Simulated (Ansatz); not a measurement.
`CCC(C)C` and `CC(C)S[SiH3]` differ in one atom or group.

Ansatz, PBE0-D4/def2-TZVP geometries, multiplicity 1. Each molecule was computed in one conformer, which needn't be the lowest.

```json
{"property": "LUMO energy (B3LYP/def2-TZVPP) / eV", "`CCC(C)C`": "0.89"}
{"property": "HOMO energy (PBE/def2-TZVPP) / eV", "`CCC(C)C`": "-7.42"}
{"property": "LUMO energy (ωB97M-V/def2-TZVPP) / eV", "`CCC(C)C`": "2.64"}
{"property": "HOMO–LUMO gap (PBE0/def2-TZVPP) / eV", "`CCC(C)C`": "10.00"}
{"property": "HOMO energy (PBE0/def2-TZVPP) / eV", "`CCC(C)C`": "-8.78"}
{"property": "size of the dipole moment (PBE/def2-TZVPP) / D", "`CCC(C)C`": "0.10"}
```

Task: What does the change do to each property? (Estimate.)

Result: Ansatz gave: 
```csv
property,`CC(C)S[SiH3]`,shift
LUMO energy (B3LYP/def2-TZVPP) / eV,0.01,-0.88
HOMO energy (PBE/def2-TZVPP) / eV,-5.71,1.71
LUMO energy (ωB97M-V/def2-TZVPP) / eV,1.94,-0.70
HOMO–LUMO gap (PBE0/def2-TZVPP) / eV,7.11,-2.89
HOMO energy (PBE0/def2-TZVPP) / eV,-6.90,1.88
size of the dipole moment (PBE/def2-TZVPP) / D,1.60,1.50
```

With PBE0 the HOMO rises by 1.88 eV and the LUMO falls by 1.00 eV, so the gap narrows by about 2.88 eV. PBE moves the HOMO by 1.71 eV and ωB97M-V by 1.99 eV. Dipoles are sizes alone; their direction can turn.

B3LYP here is the variant with VWN-RPA as its local correlation; programs differ in this.

Positive LUMOs are unbound, so they and the gaps depend on the basis.
